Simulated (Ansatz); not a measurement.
**Stress against strain in TiSe2**

```xyz
3
Lattice="3.5360 0.0000 0.0000 -1.7680 3.0623 0.0000 0.0000 0.0000 6.0040" Properties=species:S:1:pos:R:3 pbc="T T T"
Ti    0.0000    0.0000    0.0000
Se    0.0000    2.0415    1.5322
Se    1.7680    1.0208    4.4718
```

Atoms are numbered in the order listed.

The cell is COD entry 1548816, which may be a prediction rather than a measurement; nothing was relaxed.

Computed with Ansatz 0.2.0, DFT, PBE, all-electron LAPW, scalar-relativistic.

Sampling and basis: a Γ-centred 12×12×6 k mesh, Fermi–Dirac smearing of 0.03 eV, basis error target 1 meV/atom, no spin polarisation.

The strain is applied along the Cartesian axes of the cell as listed (the other components stay zero). Fractional coordinates are held (clamped ions).

σ is the change of stress from the unstrained cell, which is at 1.50 GPa; tension is positive, so slopes are stress–strain coefficients at that pressure. In a metal the k mesh adds noise.

Only quantities that a quadratic follows smoothly over the whole series are listed; rougher ones are left out.

```tsv
εzz	σzz (GPa)	σxx (GPa)
-0.0300	-4.38	-2.02
-0.0200	-2.86	-1.30
-0.0100	-1.39	-0.64
0.0000	0.00	0.00
0.0200	2.54	1.20
0.0300	3.67	1.79
```

Q: Fit the series and read off the stiffness at zero strain.

A: Least-squares fits y = p0 + p1 x + p2 x² to the rows give σzz (GPa): p1 = 134, p2 = -390; σxx (GPa): p1 = 63.2, p2 = -130. So C33 = 134 GPa and C13 = 63 GPa, for these axes.

Q: One run, at εzz = 0.0100, is withheld. Predict its row.

A: The fits give 1.30, 0.62; the run gave 1.31, 0.61.
